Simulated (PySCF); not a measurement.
Geometries of 3 isomers of C6H6O, from PBE0-D3(BJ)/def2-SVP geometry optimisation, gas phase (PySCF 2.14.0). One conformer each, no zero-point energy, no frequencies.

Problem. Which is lowest in electronic energy at this level?
A.
```xyz
13
angstrom
C     -2.506    0.378    0.209
C     -1.584   -0.511   -0.185
C     -0.155   -0.306   -0.151
C      0.895   -1.115   -0.509
C      2.084   -0.372   -0.250
C      1.668    0.830    0.244
O      0.325    0.877    0.307
H     -2.216    1.358    0.597
H     -3.572    0.146    0.152
H     -1.892   -1.488   -0.570
H      0.816   -2.123   -0.910
H      3.113   -0.686   -0.409
H      2.196    1.718    0.583
```
B.
```xyz
13
angstrom
C     -0.722   -0.442    1.899
C     -0.680   -0.322    0.559
C     -1.871   -0.548   -0.331
C      0.543    0.037   -0.084
C      1.558    0.340   -0.688
C      2.794    0.705   -1.335
O      2.927    0.846   -2.526
H      0.164   -0.271    2.513
H     -1.651   -0.716    2.406
H     -2.100    0.361   -0.910
H     -2.756   -0.824    0.257
H     -1.664   -1.348   -1.058
H      3.650    0.853   -0.631
```
C.
```xyz
13
angstrom
O      2.371   -0.288    0.044
C      1.024   -0.199    0.031
C      0.292   -1.391   -0.009
C     -1.098   -1.350   -0.023
C     -1.776   -0.130    0.002
C     -1.044    1.054    0.042
C      0.349    1.026    0.056
H      2.746    0.599    0.071
H      0.836   -2.338   -0.028
H     -1.659   -2.287   -0.055
H     -2.868   -0.105   -0.009
H     -1.559    2.018    0.062
H      0.920    1.959    0.087
```

Solution. C. That is `c1ccccc1O`, 28.3 kcal/mol below the next.

| SMILES | atoms numbered as above | E (Eh) | relative (kcal/mol) | relative (kJ/mol) | dipole (D) |
| --- | --- | --- | --- | --- | --- |
| Oc1ccccc1 | [OH:1][c:2]1[cH:3][cH:4][cH:5][cH:6][cH:7]1 | -306.90471 | 0.0 | 0.0 | 1.36 |
| C=Cc1ccco1 | [CH2:1]=[CH:2][c:3]1[cH:4][cH:5][cH:6][o:7]1 | -306.85968 | 28.3 | 118.2 | 0.70 |
| C=C(C)C#CC=O | [CH2:1]=[C:2]([CH3:3])[C:4]#[C:5][CH:6]=[O:7] | -306.79322 | 70.0 | 292.7 | 3.74 |

As drawn, the lowest has an aromatic ring and an O–H bond, which the highest lacks; the highest has a C=O bond, a C≡C bond and a C=C bond outside aromatic rings, which the lowest lacks.
